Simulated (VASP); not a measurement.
A run of VASP 6.6.1:

Contents of INCAR:

```
SYSTEM = Sb2Se3
  ALGO = Fast
  EDIFF = 1E-4
  EDIFFG = -0.08
  ENCUT = 520
  GGA = PE
  IBRION = 2
  ISIF = 3
  ISMEAR = 0
  LASPH = .TRUE.
  LCHARG = .FALSE.
  LREAL = Auto
  LWAVE = .FALSE.
  NELM = 60
  NSW = 24
  PREC = Normal
  SIGMA = 0.15
```

Contents of KPOINTS:

```
k-points
0
G
  2 4 2
  0 0 0
```

The input POSCAR:

```
Sb2Se3
1.0
    6.5000000000      0.0000000000      0.0000000000
    0.0000000000      3.9800000000      0.0000000000
   -0.5984065300      0.0000000000     10.7032849900
Sb Se
4 6
Direct
    0.2720000000      0.2500000000      0.0430000000
    0.0880000000      0.7500000000      0.3570000000
    0.7280000000      0.7500000000      0.9570000000
    0.9120000000      0.2500000000      0.6430000000
    0.9160000000      0.2500000000      0.1400000000
    0.4080000000      0.7500000000      0.2120000000
    0.2790000000      0.2500000000      0.4840000000
    0.0840000000      0.7500000000      0.8600000000
    0.5920000000      0.2500000000      0.7880000000
    0.7210000000      0.7500000000      0.5160000000
```

Potentials or basis: VASP PAW PBE potentials, release 64 (Sb, Se).

Command:

```sh
$ cat potpaw_PBE.64/Sb/POTCAR potpaw_PBE.64/Se/POTCAR > POTCAR
$ mpirun -np 1 vasp_std > vasp.out
```

Hardware: 1 thread of Intel(R) Xeon(R) Platinum 8259CL CPU @ 2.50GHz (Skylake/Cascade Lake) (shared host).

Task: Estimate the wall time of this run.

Result: Run time: 5 min on 1 thread of Intel(R) Xeon(R) Platinum 8259CL CPU @ 2.50GHz (Skylake/Cascade Lake) (shared host), peak memory 0.27 GiB. Counts: scf iterations 74, k points 12, ion steps 13.
